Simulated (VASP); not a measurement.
# Ta (R-3m) in VASP: notebook, part 2 of 2

VASP 6.6.1. The steps go on from the part before.

### 3 Single point, LDA

This run uses another cell than the first one, of the same volume but with other edges.

Contents of INCAR:

```
SYSTEM = Ta
ALGO = Normal
EDIFF = 1E-7
ENCUT = 520
GGA = CA
ISIF = 2
ISMEAR = 0
LASPH = .True.
LCHARG = .False.
LREAL = .False.
LWAVE = .False.
NBANDS = 12
NELM = 100
PREC = Accurate
SIGMA = 0.15
```

Contents of KPOINTS:

```
k-points
0
Gamma
  22 22 22
  0 0 0
```

Contents of POSCAR:

```
Ta
1.0
   -0.8737478697      1.7474957394      1.7474957394
    1.7474957394     -0.8737478697      1.7474957394
    1.7474957394      1.7474957394     -0.8737478697
Ta
1
Direct
    0.0000000000      0.0000000000      0.0000000000
```

Potentials or basis: VASP PAW LDA potentials, release 64 (Ta_pv).

Started as:

```bash
$ cat potpaw_LDA.64/Ta_pv/POTCAR > POTCAR
$ mpirun -np 1 vasp_std > vasp.out
```

OUTCAR:

```text
SYSTEM = Ta
   EDIFF = 1E-7
   ENCUT = 520
   GGA = CA
   ISIF = 2
   ISMEAR = 0
   LASPH = .True.
   LREAL = .False.
   NELM = 100
   PREC = Accurate

 ion  position               nearest neighbor table
   1  0.000  0.000  0.000-

  LATTYP: Found a simple cubic cell.
 ALAT       =     2.6212436091

  Lattice vectors:

 A1 = (  -0.8737478697,   1.7474957394,   1.7474957394)
 A2 = (   1.7474957394,  -0.8737478697,   1.7474957394)
 A3 = (   1.7474957394,   1.7474957394,  -0.8737478697)

Analysis of symmetry for initial positions (statically):
=====================================================================
 Subroutine PRICEL returns:
 Original cell was already a primitive cell.

 Routine SETGRP: Setting up the symmetry group for a
 simple cubic supercell.

 Subroutine GETGRP returns: Found 48 space group operations
 (whereof 48 operations were pure point group operations)
 out of a pool of 48 trial point group operations.

The static configuration has the point symmetry O_h .

Analysis of symmetry for dynamics (positions and initial velocities):
=====================================================================
 Subroutine PRICEL returns:
 Original cell was already a primitive cell.

 Routine SETGRP: Setting up the symmetry group for a
 simple cubic supercell.

 Subroutine GETGRP returns: Found 48 space group operations
 (whereof 48 operations were pure point group operations)
 out of a pool of 48 trial point group operations.

The dynamic configuration has the point symmetry O_h .

 Subroutine INISYM returns: Found 48 space group operations
 (whereof 48 operations are pure point group operations),
 and found     1 'primitive' translations

----------------------------------------------------------------------------------------

                                     Primitive cell

  volume of cell :      18.0104

  direct lattice vectors                    reciprocal lattice vectors
    -0.873747870  1.747495739  1.747495739    -0.127166102  0.254332205  0.254332205
     1.747495739 -0.873747870  1.747495739     0.254332205 -0.127166102  0.254332205
     1.747495739  1.747495739 -0.873747870     0.254332205  0.254332205 -0.127166102

  length of vectors
     2.621243609  2.621243609  2.621243609     0.381498307  0.381498307  0.381498307

  position of ions in fractional coordinates (direct lattice)
     0.000000000  0.000000000  0.000000000

  ion indices of the primitive-cell ions
   primitive index   ion index
                 1           1

----------------------------------------------------------------------------------------

 KPOINTS: k-points

Automatic generation of k-mesh.
 Grid dimensions read from file:
 generate k-points for:   22   22   22

 Generating k-lattice:

  Cartesian coordinates                     Fractional coordinates (reciprocal lattice)
    -0.005780277  0.011560555  0.011560555     0.045454545  0.000000000  0.000000000
     0.011560555 -0.005780277  0.011560555     0.000000000  0.045454545  0.000000000
     0.011560555  0.011560555 -0.005780277     0.000000000  0.000000000  0.045454545

  Length of vectors
     0.017340832  0.017340832  0.017340832

  Shift w.r.t. Gamma in fractional coordinates (k-lattice)
     0.000000000  0.000000000  0.000000000

 Subroutine IBZKPT returns following result:
 ===========================================

 Found    364 irreducible k-points:

 Following reciprocal coordinates:
            Coordinates               Weight
  0.000000  0.000000  0.000000      1.000000
  0.045455  0.000000  0.000000      6.000000
  0.090909  0.000000  0.000000      6.000000
  0.136364  0.000000  0.000000      6.000000
  0.181818  0.000000  0.000000      6.000000
  0.227273  0.000000  0.000000      6.000000
[... 16 lines left out ...]
  0.500000  0.045455 -0.000000     12.000000
  0.090909  0.090909  0.000000     12.000000
 [... further k-points ...]
   k-points           NKPTS =    364   k-points in BZ     NKDIM =    364   number of bands    NBANDS=     12
   number of dos      NEDOS =    301   number of ions     NIONS =      1
   total plane-waves  NPLWV =   8000
   dimension x,y,z NGX =    20 NGY =   20 NGZ =   20
   dimension x,y,z NGXF=    40 NGYF=   40 NGZF=   40
   ions per type =               1
   NGX,Y,Z   is equivalent  to a cutoff of  12.68, 12.68, 12.68 a.u.
   NGXF,Y,Z  is equivalent  to a cutoff of  25.37, 25.37, 25.37 a.u.
 SYSTEM =  Ta
   PREC   = accura    normal or accurate (medium, high low for compatibility)
   ISTART =      0    job   : 0-new  1-cont  2-samecut
   ICHARG =      2    charge: 1-file 2-atom 10-const
   ISPIN  =      1    spin polarized calculation?
   LNONCOLLINEAR =      F non collinear calculations
   LSORBIT =      F    spin-orbit coupling
   LASPH  =      T    aspherical Exc in radial PAW
   ENCUT  =  520.0 eV  38.22 Ry    6.18 a.u.   4.87  4.87  4.87*2*pi/ulx,y,z
   NELM   =    100;   NELMIN=  2; NELMDL= -5     # of ELM steps
   EDIFF  = 0.1E-06   stopping-criterion for ELM
   LREAL  =      F    real-space projection
   EDIFFG = 0.1E-05   stopping-criterion for IOM
   NSW    =      0    number of steps for IOM
   IBRION =     -1    ionic relax: 0-MD 1-quasi-New 2-CG
   NFREE  =      0    steps in history (QN), initial steepest desc. (CG)
   ISIF   =      2    stress and relaxation
   ISYM   =      2    0-nonsym 1-usesym 2-fastsym
   POTIM  = 0.5000    time-step for ionic-motion
   TEBEG  =    0.0;   TEEND  =   0.0 temperature during run
   PSTRESS=    0.0 pullay stress
   NELECT =      11.0000    total number of electrons
   NUPDOWN=      -1.0000    fix difference up-down
   EMIN   =  10.00;   EMAX   =-10.00  energy-range for DOS
   EFERMI =   0.00;   METHOD = LEGACY
   ISMEAR =     0;   SIGMA  =   0.15  broadening in eV -4-tet -1-fermi 0-gaus
   EFERMI_NEDOS =   21; number of points for ismear=-14 and -15
   IALGO  =     38    algorithm
   IMIX   =      4    mixing-type and parameters
     AMIX     =   0.40;   BMIX     =  1.00
     AMIX_MAG =   1.60;   BMIX_MAG =  1.00
  volume/ion in A,a.u.               =      18.01       121.54
  Fermi-wavevector in a.u.,A,eV,Ry     =   1.388988  2.624806 26.249534  1.929286
  Thomas-Fermi vector in A             =   2.513061
   LORBIT       =      0    0 simple, 1 ext, 2 COOP (PROOUT), +10 PAW based schemes
   GGA     = CA    functional components
   LHFCALC =     F    Hartree Fock is set to
   AEXX    =    0.0000 exact exchange contribution
   IVDW    =     0    specifies the selected vdW correction
   LEPSILON=     F    determine dielectric tensor
   LRPA    =     F    only Hartree local field effects (RPA)
 non-spin polarized calculation
 Gauss-broadening in eV      SIGMA  =   0.15
  energy-cutoff  :      520.00
  volume of cell :       18.01
 maximum number of plane-waves:       500
 NGX is ok and might be reduce to    20

 number of electron      11.0000000 magnetization

 Free energy of the ion-electron system (eV)
  ---------------------------------------------------
  ext. energy  EPLUGINS =         0.00000000
  ---------------------------------------------------
  free energy    TOTEN  =       -11.64530227 eV

  energy without entropy =      -11.63481728  energy(sigma->0) =      -11.64005978

 E-fermi :   5.4261     XC(G=0): -12.6722

 val. band max:        5.4128893451   @ k =   0.2727   0.1818   0.1818
 cond. band min:       5.4337686203   @ k =   0.2273   0.2273   0.1364
 fundamental gap:      0.0208792753
 Fermi energy:         5.4261129033

 k-point     1 :       0.0000    0.0000    0.0000
  band No.  band energies     occupation
      1     -27.3726      2.00000
      2     -27.3726      2.00000
      3     -27.3726      2.00000
      4      -2.2335      2.00000
      5       2.2995      2.00000
      6       2.2995      2.00000
      7      12.5342      0.00000
      8      12.5342      0.00000
      9      12.5342      0.00000
     10      19.1666      0.00000
     11      21.3422      0.00000
     12      21.3422      0.00000
[... 331 lines left out ...]
 k-point    24 :       0.0909    0.0909    0.0000
  band No.  band energies     occupation
      1     -27.5265      2.00000
      2     -27.5065      2.00000
      3     -27.3463      2.00000
      4      -1.6545      2.00000
      5       2.5818      2.00000
      6       2.8250      2.00000
      7      11.3715      0.00000
      8      11.8824      0.00000
      9      12.1656      0.00000
     10      19.1611      0.00000
     11      20.4700      0.00000
     12      20.8614      0.00000

 [... further k-points ...]
[... 5 lines left out ...]
  --------------------------------------------------------------------------------------
  -------------------------------------------------------------------------------------
  Total        1.6172423      1.6172423      1.6172423      0.0000000      0.0000000      0.0000000
  in kB      143.8677750    143.8677750    143.8677750      0.0000000      0.0000000      0.0000000
  external PRESSURE =     143.8677750 kB  Pullay stress =       0.0000000 kB

 VOLUME and BASIS-vectors are now :
 -----------------------------------------------------------------------------
  energy-cutoff  :      520.00
  volume of cell :       18.01
      direct lattice vectors                 reciprocal lattice vectors
    -0.873747870  1.747495739  1.747495739    -0.127166102  0.254332205  0.254332205
     1.747495739 -0.873747870  1.747495739     0.254332205 -0.127166102  0.254332205
     1.747495739  1.747495739 -0.873747870     0.254332205  0.254332205 -0.127166102

 POSITION                                       TOTAL-FORCE (eV/Angst)
 -----------------------------------------------------------------------------------
      0.00000      0.00000      0.00000         0.000000      0.000000     -0.000000
 -----------------------------------------------------------------------------------
    total drift:                                0.000000      0.000000      0.000000

  FREE ENERGIE OF THE ION-ELECTRON SYSTEM (eV)
  ---------------------------------------------------
  free  energy   TOTEN  =       -11.6453022722 eV

  energy  without entropy=      -11.6348172820  energy(sigma->0) =      -11.64005978
```

It took 18 s on 1 thread of Intel Xeon 6975P-C (Granite Rapids), shared host; peak memory 0.18 GiB.

Results:

```
Free energy            : -11.6453 eV
Pressure               : 14.4 GPa
Band gap on the k mesh : none (metal or under the smearing width)
```

Spin-orbit coupling is left out, which matters for the levels of Ta.

### 4 Single point, LDA

This run uses another cell than the first one, of the same volume but with other edges.

Contents of INCAR:

```
SYSTEM = Ta
PREC = Accurate
ENCUT = 520
EDIFF = 1E-7
ISMEAR = 0
SIGMA = 0.15
LREAL = .FALSE.
LASPH = .TRUE.
NELM = 100
ALGO = Fast
ISIF = 2
LWAVE = .FALSE.
LCHARG = .TRUE.
GGA = CA
LELF = .TRUE.
LVHAR = .TRUE.
NBANDS = 12
```

Contents of KPOINTS:

```
Automatic mesh
0
G
  22 22 22
  0 0 0
```

Contents of POSCAR:

```
Ta
1.0
   -1.4503197089      1.6575082387      1.6575082387
    1.6575082387     -1.4503197089      1.6575082387
    1.6575082387      1.6575082387     -1.4503197089
Ta
1
Direct
    0.0000000000      0.0000000000      0.0000000000
```

Started as:

```bash
$ cat potpaw_LDA.64/Ta_pv/POTCAR > POTCAR
$ mpirun -np 1 vasp_std > vasp.out
```

It took 67 s on 1 thread of Intel Xeon 6975P-C (Granite Rapids), shared host; peak memory 0.31 GiB.

It converged, with:

- Free energy: -12.6950 eV
- Pressure: -5.7 GPa
- Band gap on the k mesh: none (metal or under the smearing width)

Stress tensor (GPa, compression positive):
```
-5.67 -5.57 -5.57
-5.57 -5.67 -5.57
-5.57 -5.57 -5.67
```

Levels at points of the mesh, in eV from the Fermi level:
```
           k point  band 4  band 5  band 6  band 7  band 8  band 9
(0.00, 0.00, 0.00)   -7.82   -0.68   -0.68    2.66    4.62    4.62
(0.50, 0.00, 0.00)   -4.42   -1.82    0.98    4.61    5.23    6.12
(0.50, 0.50, 0.00)   -4.32   -1.66    2.73    3.66    4.00    8.60
(0.50, 0.50, 0.50)   -3.81   -3.81    3.74    7.83    8.14    8.14
```
